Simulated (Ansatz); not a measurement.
# Copper, diamond: r²SCAN0 at the r²SCAN geometry

How do the levels change when part of the exchange is made exact, and what does it cost? Spin polarisation is left out. The cell comes from an earlier r²SCAN relaxation. Exact exchange is dear, so the k-mesh is coarse, and r²SCAN is run on the same mesh for comparison.

Computed with Ansatz 0.2.0 (DFT, plane waves (500 eV) with PBE-made PAW files, scalar-relativistic; functionals as named at each step, unless a step says otherwise).

## Step 1: The system as given

Symmetry: Fd-3m, No. 227, cubic system. The conventional cell has a = 5.249 Å, b = 5.249 Å, c = 5.249 Å, α = 90.00°, β = 90.00°, γ = 90.00°. Cu (site symmetry -43m) has 4 Cu at 2.27 Å as nearest neighbours.

Structure file:

```
Cu
1.0
     0.00000    2.62456    2.62456
     2.62456    0.00000    2.62456
     2.62456    2.62456    0.00000
Cu
2
Direct
  0.12500 0.12500 0.12500
  0.87500 0.87500 0.87500
```

## Step 2: r²SCAN, coarse mesh

The run with r²SCAN.

The input, input.yaml:

```yaml
crystal:
  lattice:
    - [0.0, 2.6245551416, 2.6245551416]
    - [2.6245551416, 0.0, 2.6245551416]
    - [2.6245551416, 2.6245551416, 0.0]
  atoms:
    - { symbol: Cu, position: [0.125, 0.125, 0.125] }
    - { symbol: Cu, position: [0.875, 0.875, 0.875] }
hamiltonian:
  xc: r2scan
  pseudopotentials:
    kind: paw
    azcp:
      Cu: "pseudopotentials/Cu.paw.azcp"
basis:
  ecutwfc: 500
  fft_grid_basis: typed
kpoints:
  mp_grid: { grid: [5, 5, 5], shift: [0, 0, 0] }
magnetization:
  spin_polarized: false
scf:
  occupations: { method: fermi_dirac, width: 0.1 }
output:
  write_density: true
  write_potential: true
  elf: true
  volumetric_format: npy
```

On the command line:

```
$ ansatz run input.yaml --threads 4 --pin off --max-ram 8192MiB --backend cpu --events-out ev --progress --plain --runs-dir out
```

The program printed:

```text
Warning: RAYON_NUM_THREADS=4 ignored (pool sized by the plan → 4); use --threads N
Engine: ansatz 0.2.0, aarch64-unknown-linux-gnu
Pseudopotentials: kind: paw
Pseudopotential: Cu, paw, valence charge 19, recommended cutoff 500 eV (meta_gga), <dir>
Functional definition: r2SCAN
  parameter k0 = 0.174
  parameter k1 = 0.065
  parameter a1 = 4.9479
  exchange = r2scan_x(k0 = k0, k1 = k1, a1 = a1)
  correlation = r2scan_c
Crystal: 2 atoms, lattice volume = 36.157 Å³
Basis set: ecut = 500 eV, 941 PW (Γ), exchange–correlation on 120×120×120 points (64 copies of the dense FFT grid, shifted against one another)
Bands: 23, of which v1, the nominal top of the filled ones, is band 19 counted from 1 (18 counted from 0)
Symmetry: 48 space group operations
Space group: Fd-3m (ITA 227), of the structure as read, at distance tolerance 3.3e-5 Å
k-points: 10 of 125
Non-local potential: Cu, projectors of the file, l = 0: 3, l = 1: 2, l = 2: 3, l = 3: 1
PAW form: soft (Blöchl's): semilocal exchange-correlation on the pseudo side does not see the compensation charge
PAW frozen core: Cu, regenerated for the run's functional (the file was generated under x = pbe(κ = 0.804, μ = 0.2195149727645171), c = pbe(β = 0.06672455060314922))
PAW one-centre angular grid: Cu, 590 points (default); XC on 160 Gauss nodes
Initial density: superposition of atomic densities (neutral atoms: chi_scale 0, normalization atom), corrected by the library's trained network
Initial wavefunctions: pseudopotential atomic-orbital guess
Functional: x = r2scan, c = r2scan; τ floored in thin density (d = 2e-4 eV/Å³)
SCF iter   1: F=—  HF=-13260.294662 eV  |F-HF|=—  |Δ(HF+E_count)|=         —  Δρ=3.83e-2  dr2=3.13e-1  dr2_τ=3.21e-3  ethr=1.77e-3  ⟨swp⟩=4.9  Hψ=879  notcnv=0
preconditioner: auto → LDOS  [insulator: Δε(μ)=0.842 eV  Ē_g=8.578 eV  σ=0.100 eV  W_gap=0.53  n_scr=14 (ndim 8)  ℏωp=29.0 eV  f_vac=0.121  D(μ)=1.05/eV (n_scr^D=8)  ε∞_Penn≈12.4  β→1.0]
SCF iter   2: F=—  HF=-13260.591868 eV  |F-HF|=—  |Δ(HF+E_count)|=   2.97e-1  Δρ=9.14e-2  dr2=1.63e0  dr2_τ=7.43e-3  ethr=8.23e-4  ⟨swp⟩=3.0  Hψ=571  notcnv=0  recentre
SCF iter   3: F=—  HF=-13260.247553 eV  |F-HF|=—  |Δ(HF+E_count)|=   3.44e-1  Δρ=1.27e-2  dr2=3.75e-2  dr2_τ=2.24e-4  ethr=8.23e-4  ⟨swp⟩=2.4  Hψ=519  notcnv=0
SCF iter   4: F=—  HF=-13260.240309 eV  |F-HF|=—  |Δ(HF+E_count)|=   7.24e-3  Δρ=1.00e-3  dr2=4.81e-4  dr2_τ=4.92e-6  ethr=9.86e-5  ⟨swp⟩=2.4  Hψ=415  notcnv=0
SCF iter   5: F=—  HF=-13260.240540 eV  |F-HF|=—  |Δ(HF+E_count)|=   2.31e-4  Δρ=3.63e-4  dr2=2.47e-5  dr2_τ=6.19e-7  ethr=1.26e-6  ⟨swp⟩=2.0  Hψ=340  notcnv=0
SCF iter   6: F=—  HF=-13260.240567 eV  |F-HF|=—  |Δ(HF+E_count)|=   2.73e-5  Δρ=8.87e-5  dr2=1.54e-6  dr2_τ=6.15e-9  ethr=6.51e-8  ⟨swp⟩=2.1  Hψ=338  notcnv=0
SCF iter   7: F=-13260.240567 eV  HF=-13260.240567 eV  |F-HF|=9.61e-9  |Δ(HF+E_count)|=   9.44e-8  Δρ=1.04e-5  dr2=1.98e-8  dr2_τ=6.51e-11  ethr=2.63e-10  ⟨swp⟩=2.0  Hψ=680  notcnv=0
SCF 1 converged in 7 iterations: F = -13260.240567 eV  dr2 = 1.98e-8
SCF converged after 7 iterations
Free energy (F): -13260.240567 eV
Harris-Foulkes:  -13260.240567 eV  (|F-HF|=9.61e-9)
Internal energy: -13260.209262 eV  (E = F + TS)
E sigma→0 (E₀):  -13260.224915 eV
Entropy (-TS):   -0.031305 eV (-15.652 meV/atom)
Fermi energy:    9.149526 eV
--- Per-component energies (eV) ---
  E_band       = -1038.429652
  E_kinetic    = 599.111716
  E_local      = -10376.450757  (includes V_loc(G=0)·N_el)
  E_nonlocal   = 798.591701
  E_hartree    = 4581.426754
  E_xc         = -163.919784
  E_vxc        = -244.073789  (∫ρ·V_xc dr)
  E_paw        = -3363.740710  (= ΣΔE_a)
  E_vpaw       = -996.219301  (= ΣTr[D̂ρ^β])
  E_aug_tail   = 0.000290  (compensation charges beyond the density's cutoff)
  E_vtau       = 17.773431  (kinetic-family band-sum trace: ∫τ·v_τ [+ j·A + Jᵃ·Aᵃ] dr)
  E_ewald      = -5334.626256
  E_core_change = -0.602216  (= ΣΔE_core)
  E_smearing   = -0.031305  (= −TS)
  E_closure    = 0.000000  (closes the sum)
  Σ components = -13260.240567   (vs F -13260.240567, Δ=0.00e0)
--- Band table (eV; the first three rows and the last of 10) ---
  k-point 0: bands = ["-106.9515", "-106.9048", "-62.8232", "-62.8232", "-62.8232", "-62.7090", "-62.7090", "-62.7090", "2.3271", "5.7857", "5.7857", "5.7857", "5.7884", "5.7884", "7.0224", "7.0224", "7.0224", "7.7067", "7.7067", "19.5810", "19.5810", "19.5810", "20.4396"]
  k-point 1: bands = ["-106.9482", "-106.9080", "-62.8269", "-62.8269", "-62.8206", "-62.7120", "-62.7054", "-62.7054", "2.9887", "5.6498", "5.6498", "5.8125", "6.0124", "6.0124", "6.8920", "7.0158", "7.0158", "7.7097", "7.7097", "14.5018", "17.9285", "17.9285", "21.0323"]
  k-point 2: bands = ["-106.9414", "-106.9149", "-62.8324", "-62.8324", "-62.8161", "-62.7173", "-62.7000", "-62.7000", "4.5565", "5.7302", "5.7302", "5.8759", "5.9762", "5.9762", "6.9871", "7.1656", "7.1656", "7.6623", "7.6623", "9.8903", "16.8218", "16.8218", "21.0005"]
  k-point 9: bands = ["-106.9339", "-106.9223", "-62.8437", "-62.8402", "-62.7842", "-62.7489", "-62.6924", "-62.6891", "5.4337", "5.4667", "5.7123", "5.9129", "6.2335", "6.4046", "6.4831", "6.9442", "7.7876", "7.7916", "8.3869", "10.8081", "11.5140", "12.9437", "20.8651"]
```

Wall time 0.96 s (4 threads of Arm Neoverse V1, shared host); peak memory 0.37 GiB.

Axes a, b and c in the maps are those of this run's conventional cell (a, b, c = 5.249, 5.249, 5.249 Å).

Density in a lattice plane of the grid's cell (edges 5.25 and 5.25 Å, at 0.125 of the third edge), which holds Cu.

Ten even steps from ' ' (0.03 e/Å³) to '@' (49.32 e/Å³):
```
                                                
                                                
                                                
                                                
                                                
                            ::--::              
                          ::**@@**::            
                          ::**@@**::            
                            ::--::..            
                                                
                                                
                                                
                                                
                                                
                                                
    ::--::                                      
  ::**@@**::                                    
  ::**@@**::                                    
    ::--::..                                    
                                                
```
Columns run along the first of these edges and rows up along the second, over one cell in 24 and 20 even steps from the bottom left corner. Atoms in the plane (fractional): Cu at (0.12, 0.12), Cu at (0.62, 0.62).

ELF in the same plane.

Ten even steps from '0' (0.07) to '9' (0.86):
```
111111112111111111111121
211111121111111111111112
111111111112211111221111
111111111121111111112111
000000111111111211111111
000000011111124542111111
000000011111148984211111
000000011111148984211111
000000011111124542111111
000000011211111211111211
111111111121111111112111
111111111112211111121111
211111221111111111111112
111111112111111111111121
111211111111000000111111
124542111111000000011111
148984211111000000011111
148984211111000000011111
124542111111000000011111
111211111211000000011211
```
Columns run along the first of these edges and rows up along the second, over one cell in 24 and 20 even steps from the bottom left corner. Atoms in the plane (fractional): Cu at (0.12, 0.12), Cu at (0.62, 0.62).

Both are smooth fields of the valence electrons: close to the nuclei they are not physical.

## Step 3: r²SCAN0 on the coarse mesh

The run with r²SCAN0.

Edit input.yaml of step 2 so:

```diff
@@ -9,3 +9,3 @@
 hamiltonian:
-  xc: r2scan
+  xc: r2scan0
   pseudopotentials:
@@ -23,6 +23 @@
   occupations: { method: fermi_dirac, width: 0.1 }
-output:
-  write_density: true
-  write_potential: true
-  elf: true
-  volumetric_format: npy
```

On the command line:

```
$ ansatz run input.yaml --threads 4 --pin off --max-ram 8192MiB --backend cpu --events-out ev --progress --plain --runs-dir out
```

The program printed:

```text
Warning: RAYON_NUM_THREADS=4 ignored (pool sized by the plan → 4); use --threads N
[... 3 set-up lines as earlier in the session ...]
Functional definition: r2SCAN0
  parameter a = 0.25
[... 3 set-up lines as earlier in the session ...]
  exchange = (1 - a)*r2scan_x(k0 = k0, k1 = k1, a1 = a1) + a*exact_x
[... 1 set-up line as earlier in the session ...]
Crystal: 2 atoms, lattice volume = 36.157 Å³
Basis set: ecut = 500 eV, 941 PW (Γ), exchange–correlation on 120×120×120 points (64 copies of the dense FFT grid, shifted against one another)
Bands: 23, of which v1, the nominal top of the filled ones, is band 19 counted from 1 (18 counted from 0)
[... 2 set-up lines as earlier in the session ...]
k-points: 10 of 125
[... 2 set-up lines as earlier in the session ...]
PAW frozen core: Cu, regenerated for the run's functional, and the local potential with it (the file was generated under x = pbe(κ = 0.804, μ = 0.2195149727645171), c = pbe(β = 0.06672455060314922))
[... 3 set-up lines as earlier in the session ...]
Functional: x = r2scan, c = r2scan; τ floored in thin density (d = 2e-4 eV/Å³), warm-up for x = 0.75 r2scan + 0.25 exact, c = r2scan; τ floored in thin density (d = 2e-4 eV/Å³)
SCF iter   1: F=—  HF=-13260.293263 eV  |F-HF|=—  |Δ(HF+E_count)|=         —  Δρ=3.76e-2  dr2=3.02e-1  dr2_τ=3.16e-3  ethr=1.77e-3  ⟨swp⟩=10.8  Hψ=1060  notcnv=0
preconditioner: auto → none  [insulator: Δε(μ)=0.840 eV  Ē_g=8.575 eV  σ=0.100 eV  W_gap=0.53  n_scr=14 (ndim 8)  ℏωp=29.0 eV  f_vac=0.121  D(μ)=1.05/eV (n_scr^D=8)]
SCF iter   2: F=—  HF=-13260.363835 eV  |F-HF|=—  |Δ(HF+E_count)|=   7.06e-2  Δρ=4.91e-2  dr2=5.02e-1  dr2_τ=2.74e-3  ethr=7.96e-4  ⟨swp⟩=4.1  Hψ=738  notcnv=0
iter 3 solved again at ethr=4.12e-5 eV; its pass at ethr=7.96e-4 eV (dr2=1.57e-2 eV) is discarded
SCF iter   3: F=—  HF=-13260.245942 eV  |F-HF|=—  |Δ(HF+E_count)|=   1.18e-1  Δρ=7.69e-3  dr2=1.13e-2  dr2_τ=2.99e-4  ethr=4.12e-5  ⟨swp⟩=4.0  Hψ=1047  notcnv=0
eigensolver tolerance schedule: the retry pair's looser diagonalisation over-reported the residual by 0.39 of it (diagonalisation noise at 0.42 of the residual, at the tolerance the schedule requests for it); recorded, not acted on — ethr = c·dr2/N_el stays at c = 1.0e-1
SCF iter   4: F=—  HF=-13260.242199 eV  |F-HF|=—  |Δ(HF+E_count)|=   3.74e-3  Δρ=4.52e-3  dr2=5.20e-3  dr2_τ=2.76e-5  ethr=2.97e-5  ⟨swp⟩=3.1  Hψ=530  notcnv=0
SCF iter   5: F=—  HF=-13260.241317 eV  |F-HF|=—  |Δ(HF+E_count)|=   8.83e-4  Δρ=1.20e-3  dr2=3.97e-4  dr2_τ=6.17e-7  ethr=1.37e-5  ⟨swp⟩=2.4  Hψ=429  notcnv=0
SCF iter   6: F=—  HF=-13260.241349 eV  |F-HF|=—  |Δ(HF+E_count)|=   3.29e-5  Δρ=5.71e-4  dr2=6.78e-5  dr2_τ=5.27e-7  ethr=1.04e-6  ⟨swp⟩=4.0  Hψ=600  notcnv=0
SCF iter   7: F=—  HF=-13260.241344 eV  |F-HF|=—  |Δ(HF+E_count)|=   5.46e-6  Δρ=1.88e-4  dr2=6.89e-6  dr2_τ=7.85e-8  ethr=1.78e-7  ⟨swp⟩=2.0  Hψ=423  notcnv=0
SCF iter   8: F=—  HF=-13260.241344 eV  |F-HF|=—  |Δ(HF+E_count)|=   1.31e-7  Δρ=6.87e-5  dr2=9.57e-7  dr2_τ=7.10e-9  ethr=1.81e-8  ⟨swp⟩=2.4  Hψ=427  notcnv=0
SCF iter   9: F=—  HF=-13260.241344 eV  |F-HF|=—  |Δ(HF+E_count)|=   7.70e-9  Δρ=9.80e-6  dr2=1.87e-8  dr2_τ=1.67e-10  ethr=2.52e-9  ⟨swp⟩=3.4  Hψ=484  notcnv=0
SCF iter  10: F=—  HF=-13260.241344 eV  |F-HF|=—  |Δ(HF+E_count)|=   7.81e-9  Δρ=2.47e-6  dr2=1.16e-9  dr2_τ=1.85e-11  ethr=4.92e-11  ⟨swp⟩=4.0  Hψ=592  notcnv=0
SCF iter  11: F=-13260.241344 eV  HF=-13260.241344 eV  |F-HF|=3.64e-12  |Δ(HF+E_count)|=  3.73e-10  Δρ=2.23e-7  dr2=1.03e-11  dr2_τ=4.98e-13  ethr=3.04e-12  ⟨swp⟩=4.0  Hψ=626  notcnv=0
SCF 1 converged in 11 iterations: F = -13260.241344 eV  dr2 = 1.03e-11
Initial density: handed on by an earlier stage of this run
Initial wavefunctions: those handed on with the density
Functional: x = 0.75 r2scan + 0.25 exact, c = r2scan; τ floored in thin density (d = 2e-4 eV/Å³)
Frozen-core exchange: fock
iter 1 solved again at ethr=1.39e-3 eV; its pass at ethr=1.00e-1 eV (dr2=5.28e-1 eV) is discarded
SCF iter   1: F=—  HF=-13255.867060 eV  |F-HF|=—  |Δ(HF+E_count)|=         —  Δρ=5.16e-2  dr2=6.06e-1  dr2_τ=1.14e-3  ethr=1.39e-3  ⟨swp⟩=2.7  Hψ=928  notcnv=0
preconditioner: auto → none  [insulator: Δε(μ)=1.422 eV  Ē_g=11.395 eV  σ=0.100 eV  W_gap=0.50  n_scr=14 (ndim 8)  ℏωp=29.0 eV  f_vac=0.122  D(μ)=0.96/eV (n_scr^D=8)]
SCF iter   2: F=—  HF=-13255.846893 eV  |F-HF|=—  |Δ(HF+E_count)|=   2.02e-2  Δρ=3.61e-2  dr2=2.56e-1  dr2_τ=4.40e-3  ethr=1.39e-3  ⟨swp⟩=4.0  Hψ=722  notcnv=0
SCF iter   3: F=—  HF=-13255.741373 eV  |F-HF|=—  |Δ(HF+E_count)|=   1.06e-1  Δρ=1.05e-2  dr2=3.36e-2  dr2_τ=8.58e-5  ethr=6.73e-4  ⟨swp⟩=4.0  Hψ=640  notcnv=0
SCF iter   4: F=—  HF=-13255.737908 eV  |F-HF|=—  |Δ(HF+E_count)|=   3.47e-3  Δρ=1.24e-3  dr2=6.78e-3  dr2_τ=4.99e-6  ethr=6.47e-5  ⟨swp⟩=3.1  Hψ=488  notcnv=0
SCF iter   5: F=—  HF=-13255.737927 eV  |F-HF|=—  |Δ(HF+E_count)|=   1.90e-5  Δρ=2.49e-4  dr2=1.67e-5  dr2_τ=3.36e-7  ethr=1.03e-6  ⟨swp⟩=3.6  Hψ=593  notcnv=0
SCF iter   6: F=—  HF=-13255.737923 eV  |F-HF|=—  |Δ(HF+E_count)|=   4.11e-6  Δρ=8.98e-5  dr2=1.89e-6  dr2_τ=6.31e-8  ethr=4.41e-8  ⟨swp⟩=3.2  Hψ=493  notcnv=0
SCF iter   7: F=—  HF=-13255.737923 eV  |F-HF|=—  |Δ(HF+E_count)|=   2.30e-7  Δρ=3.78e-5  dr2=3.21e-7  dr2_τ=4.03e-9  ethr=4.96e-9  ⟨swp⟩=3.9  Hψ=534  notcnv=0
SCF iter   8: F=-13255.737923 eV  HF=-13255.737923 eV  |F-HF|=7.22e-9  |Δ(HF+E_count)|=   2.80e-8  Δρ=4.89e-6  dr2=6.26e-9  dr2_τ=4.95e-10  ethr=8.45e-10  ⟨swp⟩=3.6  Hψ=509  notcnv=0
SCF 2 converged in 8 iterations: F = -13255.737923 eV  dr2 = 6.26e-9
hybrid outer 1: dexx = +3.545e-2 eV, tail = 3.32e-2 eV
Frozen-core exchange: fock
SCF iter   1: F=—  HF=-13255.781835 eV  |F-HF|=—  |Δ(HF+E_count)|=         —  Δρ=7.19e-3  dr2=1.19e-2  dr2_τ=1.81e-5  ethr=4.37e-4  ⟨swp⟩=2.4  Hψ=464  notcnv=0
preconditioner: auto → none  [insulator: Δε(μ)=1.362 eV  Ē_g=10.980 eV  σ=0.100 eV  W_gap=0.50  n_scr=14 (ndim 8)  ℏωp=29.0 eV  f_vac=0.125  D(μ)=0.96/eV (n_scr^D=8)]
iter 2 solved again at ethr=5.66e-7 eV; its pass at ethr=2.91e-5 eV (dr2=2.15e-4 eV) is discarded
SCF iter   2: F=—  HF=-13255.779775 eV  |F-HF|=—  |Δ(HF+E_count)|=   2.06e-3  Δρ=6.24e-4  dr2=5.05e-4  dr2_τ=2.57e-7  ethr=5.66e-7  ⟨swp⟩=4.0  Hψ=1040  notcnv=0
eigensolver tolerance schedule: the retry pair's looser diagonalisation over-reported the residual by 1.53 of it (diagonalisation noise at 1.61 of the residual, at the tolerance the schedule requests for it); recorded, not acted on — ethr = c·dr2/N_el stays at c = 1.0e-1
SCF iter   3: F=—  HF=-13255.779763 eV  |F-HF|=—  |Δ(HF+E_count)|=   1.21e-5  Δρ=5.39e-5  dr2=3.90e-4  dr2_τ=3.19e-8  ethr=2.24e-7  ⟨swp⟩=3.4  Hψ=554  notcnv=0
SCF iter   4: F=-13255.781149 eV  HF=-13255.781382 eV  |F-HF|=2.33e-4  |Δ(HF+E_count)|=   1.62e-3  Δρ=1.25e-3  dr2=3.60e-4  dr2_τ=3.87e-7  ethr=2.23e-9  ⟨swp⟩=5.0  Hψ=981  notcnv=0
SCF 3 stopped early in 4 iterations: F = -13255.781149 eV  dr2 = 3.60e-4
hybrid outer 2: dexx = +2.013e-3 eV, tail = 9.08e-4 eV, Δε = 1.09e-1 eV (about 2.51e-2 eV left of the loop's levels)
Frozen-core exchange: fock
SCF iter   1: F=—  HF=-13255.781286 eV  |F-HF|=—  |Δ(HF+E_count)|=         —  Δρ=5.91e-4  dr2=7.69e-5  dr2_τ=1.74e-7  ethr=1.19e-5  ⟨swp⟩=2.4  Hψ=464  notcnv=0
preconditioner: auto → none  [insulator: Δε(μ)=1.355 eV  Ē_g=10.921 eV  σ=0.100 eV  W_gap=0.50  n_scr=14 (ndim 8)  ℏωp=29.0 eV  f_vac=0.125  D(μ)=0.96/eV (n_scr^D=8)]
iter 2 solved again at ethr=7.17e-9 eV; its pass at ethr=1.90e-7 eV (dr2=2.73e-6 eV) is discarded
SCF iter   2: F=—  HF=-13255.781280 eV  |F-HF|=—  |Δ(HF+E_count)|=   6.12e-6  Δρ=1.11e-4  dr2=9.66e-6  dr2_τ=1.05e-8  ethr=7.17e-9  ⟨swp⟩=2.7  Hψ=965  notcnv=0  defer=1
SCF iter   3: F=—  HF=-13255.781280 eV  |F-HF|=—  |Δ(HF+E_count)|=   3.99e-7  Δρ=6.93e-6  dr2=6.54e-6  dr2_τ=1.04e-9  ethr=7.05e-9  ⟨swp⟩=3.0  Hψ=464  notcnv=0
SCF iter   4: F=—  HF=-13255.781378 eV  |F-HF|=—  |Δ(HF+E_count)|=   9.87e-5  Δρ=1.84e-4  dr2=7.96e-6  dr2_τ=4.56e-8  ethr=2.12e-11  ⟨swp⟩=5.1  Hψ=1003  notcnv=0
SCF iter   5: F=—  HF=-13255.781376 eV  |F-HF|=—  |Δ(HF+E_count)|=   2.48e-6  Δρ=3.06e-6  dr2=1.36e-7  dr2_τ=1.60e-9  ethr=2.12e-11  ⟨swp⟩=5.0  Hψ=971  notcnv=0
SCF iter   6: F=—  HF=-13255.781376 eV  |F-HF|=—  |Δ(HF+E_count)|=   4.16e-9  Δρ=2.01e-6  dr2=1.31e-7  dr2_τ=2.90e-11  ethr=7.44e-12  ⟨swp⟩=4.0  Hψ=722  notcnv=0
SCF iter   7: F=-13255.781376 eV  HF=-13255.781376 eV  |F-HF|=9.07e-8  |Δ(HF+E_count)|=   7.24e-7  Δρ=1.71e-5  dr2=8.64e-8  dr2_τ=4.79e-10  ethr=2.27e-12 (applied; sched 1.78e-12)  ⟨swp⟩=5.0  Hψ=887  notcnv=0
SCF 4 converged in 7 iterations: F = -13255.781376 eV  dr2 = 8.64e-8
hybrid outer 3: dexx = +1.541e-5 eV, tail = 2.97e-7 eV, Δε = 2.26e-2 eV (about 6.95e-4 eV left of the loop's levels)
hybrid SCF converged: 3 outer / 19 inner (+11 warm-up), last move |dexx| = 1.54e-5 eV, tail = 2.97e-7 eV
Stability not checked: this state was not tested for a lower state beside it, because the functional holds exact exchange (a hybrid, or Hartree-Fock), whose exchange loop this test does not read (fock_operator; see scf.lower_state_search)
Free energy (F): -13255.781376 eV
Frozen-core exchange: fock
Harris-Foulkes:  -13255.781376 eV  (|F-HF|=9.07e-8)
Internal energy: -13255.754586 eV  (E = F + TS)
E sigma→0 (E₀):  -13255.767981 eV
Entropy (-TS):   -0.026790 eV (-13.395 meV/atom)
Fermi energy:    9.040039 eV
--- Per-component energies (eV) ---
  E_band       = -1146.499058
  E_kinetic    = 601.529577
  E_local      = -10431.714086  (includes V_loc(G=0)·N_el)
  E_nonlocal   = 822.996235
  E_hartree    = 4630.026823
  E_xc         = -126.102777
  E_vxc        = -185.174230  (∫ρ·V_xc dr)
  E_exx        = -233.922521  (= α·E_x^exact, valence–valence)
  E_paw        = -3183.063932  (= ΣΔE_a)
  E_vpaw       = -758.778354  (= ΣTr[D̂ρ^β])
  E_aug_tail   = 0.000291  (compensation charges beyond the density's cutoff)
  E_vtau       = 12.395238  (kinetic-family band-sum trace: ∫τ·v_τ [+ j·A + Jᵃ·Aᵃ] dr)
  E_ewald      = -5334.626256
  E_core_change = -0.877940  (= ΣΔE_core)
  E_smearing   = -0.026790  (= −TS)
  E_closure    = -0.000000  (closes the sum)
  Σ components = -13255.781376   (vs F -13255.781376, Δ=1.82e-12)
--- Band table (eV; the first three rows and the last of 10) ---
  k-point 0: bands = ["-112.1472", "-112.0954", "-66.9172", "-66.9172", "-66.9172", "-66.7862", "-66.7862", "-66.7862", "1.1527", "3.8010", "3.8010", "3.8685", "3.8685", "3.8685", "5.2233", "5.2233", "5.2233", "5.8351", "5.8351", "20.9873", "20.9873"]
  k-point 1: bands = ["-112.1435", "-112.0989", "-66.9208", "-66.9208", "-66.9132", "-66.7904", "-66.7825", "-66.7825", "1.9189", "3.6886", "3.6886", "3.9114", "4.0764", "4.0764", "5.1199", "5.1967", "5.1967", "5.8651", "5.8651", "15.4986", "19.1981"]
  k-point 2: bands = ["-112.1358", "-112.1065", "-66.9264", "-66.9264", "-66.9058", "-66.7989", "-66.7774", "-66.7774", "3.4214", "3.7836", "3.7836", "4.0021", "4.0361", "4.0361", "5.3001", "5.3001", "5.7907", "5.8742", "5.8742", "10.1721", "18.0723"]
  k-point 9: bands = ["-112.1276", "-112.1147", "-66.9376", "-66.9341", "-66.8721", "-66.8324", "-66.7704", "-66.7674", "3.5086", "3.5436", "4.0598", "4.1636", "4.3336", "4.6249", "4.6294", "5.0693", "6.0575", "6.0588", "7.6860", "11.5144", "12.1061"]
  guard bands above this table: 2 of the run's 23 bands, where the rule asks 3: the bands that hold charge and the lowest empty level above them stay in the table. The solve was not asked for them (output.publish_guard_bands: true or output.eigenvalues: true publishes all)
```

Run time: 6.7 s. Hardware: 4 threads of Arm Neoverse V1, shared host; peak memory 0.9 GiB.

## Step 4: Side by side

```csv
functional,gap on the mesh,Fermi energy (eV),SCF cycles,exchange loops,CPU time
r²SCAN,none (levels filled in part),9.150,7,-,3 s
r²SCAN0,none (levels filled in part),9.040,30,3,22 s
```

## Step 5: Outcome

```
                             quantity                         value
                          r²SCAN: gap  none (levels filled in part)
                         r²SCAN0: gap  none (levels filled in part)
  r²SCAN0: SCF cycles, exchange loops                         30, 3
r²SCAN0: CPU time over that of r²SCAN                           7.5
             r²SCAN0: relative to fcc                +1110 meV/atom
```

What this shows: Neither r²SCAN nor r²SCAN0 shows a clean gap on this mesh. r²SCAN0 cost 7.5 times the CPU time of r²SCAN. r²SCAN0 needed 3 outer loops of the exchange operator. To compare with dense-mesh energies, the change of r²SCAN from this mesh and smearing to its dense run (+1.8 meV/atom, from a run not shown) is added. Under r²SCAN0 it lies 1110 meV/atom above fcc (computed apart in the same way); on such meshes a few tens of meV are uncertain for metals. The total energies in the logs cannot be compared from one functional to another.
